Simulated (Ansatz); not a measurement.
# Fe: constraining the magnetisation

We look at Fe: an experimental structure (space group Fm-3m), with 1 atom per cell. Source: COD entry 9012709; it may be a high-temperature, high-pressure or metastable form.

```yaml
crystal:
  lattice:
    - [0.00000, 1.82600, 1.82600]
    - [1.82600, 0.00000, 1.82600]
    - [1.82600, 1.82600, 0.00000]
  atoms:
    - { symbol: Fe, position: [0.00000, 0.00000, 0.00000] }
```

Site labels below count the atoms in this order, from 1.

Theory: Ansatz, DFT, PBE, PAW, plane waves, scalar-relativistic.

```yaml
plane_wave_cutoff: 420 eV
k_point_mesh: 12×12×12 (Γ-centred)
occupations: Fermi–Dirac smearing, 0.1 eV
valence_electrons: 16
```

The total moment includes the space between the atomic spheres.

The total moment of the cell is held fixed (separate Fermi levels for the two spins), shared at the start among the Fe atoms with one sign; no search for lower states follows. Energies are free energies per cell above the lowest run, the runs with a free moment included. A row is the solution that its start led to, not a proven minimum at that M. The run at M = 0 starts without moments and gives the spin-unpolarised solution. The cell holds one magnetic atom, so only parallel order fits; orders in a larger cell may lie lower. The program warns that the SCF threshold is loose for stress, so pressures can be off by 0.1 GPa or more.

The run at M = 2.26 μB took 1.1 s on 2 threads of x86-64 server CPU, on a shared host, peak memory 0.38 GiB.

| fixed M (μB/cell) | F − F(lowest) (meV/cell) | moments of Fe1 (μB) | pressure (GPa) |
| --- | --- | --- | --- |
| 0.00 | 208 | 0.00 | -32.5 |
| 0.57 | 172 | 0.59 | -29.9 |
| 1.13 | 113 | 1.16 | -25.5 |
| 1.70 | 66 | 1.74 | -18.5 |
| 2.26 | 18 | 2.31 | -8.8 |
| 2.83 | 40 | 2.84 | 3.7 |
| 3.39 | 511 | 3.28 | 20.8 |
| 3.96 | 1639 | 3.69 | 43.9 |
| 4.53 | 3505 | 4.10 | 78.2 |

The lowest fixed-moment run is the one at M = 2.26 μB (18 meV). With the constraint released: “usual moment, free total moment [Fe1 4.00 μB]” ends at 2.57 μB, 0 meV; “usual moment scaled by 0.1, free total moment [Fe1 0.40 μB]” ends at 2.57 μB, 0 meV.
